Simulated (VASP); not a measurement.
Crystal: CdSe (Cadmoselite).

```
Cd Se
1.0
     4.30000    0.00000    0.00000
    -2.15000    3.72391    0.00000
     0.00000    0.00000    7.02000
Cd Se
2 2
Direct
  0.33333 0.66667 0.00000
  0.66667 0.33333 0.50000
  0.33333 0.66667 0.38500
  0.66667 0.33333 0.88500
```

* Program: VASP 6.6.1
* Task: relaxation of cell and atoms
* Functional: LDA
* Potentials or basis: VASP PAW LDA potentials, release 64 (Cd, Se)
* Cutoff: 600 eV
* k mesh: 9 × 9 × 4
* Occupations: gaussian, width 0.03 eV
* Spin: no spin polarisation

At the start: pressure -1.4 GPa; volume 28.10 Å³/atom.

**Question.** How do energy, volume and symmetry change on relaxing?

**Answer.** Over 9 steps the energy falls by 8.4 meV/atom and the volume is 27.32 Å³/atom (-2.8 %); space group P6_3mc (No. 186, to 0.05 Å).

Step by step:
| step | energy change (eV) | largest force (eV/Å) | pressure (GPa) | volume (Å³) |
| --- | --- | --- | --- | --- |
| 1 | 0.0000 | 0.2652 | -1.41 | 112.41 |
| 2 | -0.0282 | 0.0862 | 0.47 | 108.42 |
| 3 | -0.0286 | 0.1087 | 0.26 | 108.80 |
| 4 | -0.0306 | 0.0379 | -0.01 | 109.27 |
| 5 | -0.0306 | 0.0275 | -0.03 | 109.33 |
| 6 | -0.0318 | 0.0266 | -0.06 | 109.41 |
| 7 | -0.0332 | 0.0224 | -0.18 | 109.63 |
| 8 | -0.0333 | 0.0105 | 0.18 | 108.93 |
| 9 | -0.0335 | 0.0056 | 0.01 | 109.26 |

Final structure:
```
CELL_PARAMETERS angstrom
4.25703 0.00000 0.00000
-2.12852 3.68670 0.00000
0.00000 0.00000 6.96196
ATOMIC_POSITIONS crystal
Cd 0.33333 0.66667 0.00484
Cd 0.66667 0.33333 0.50484
Se 0.33333 0.66667 0.38016
Se 0.66667 0.33333 0.88016
```
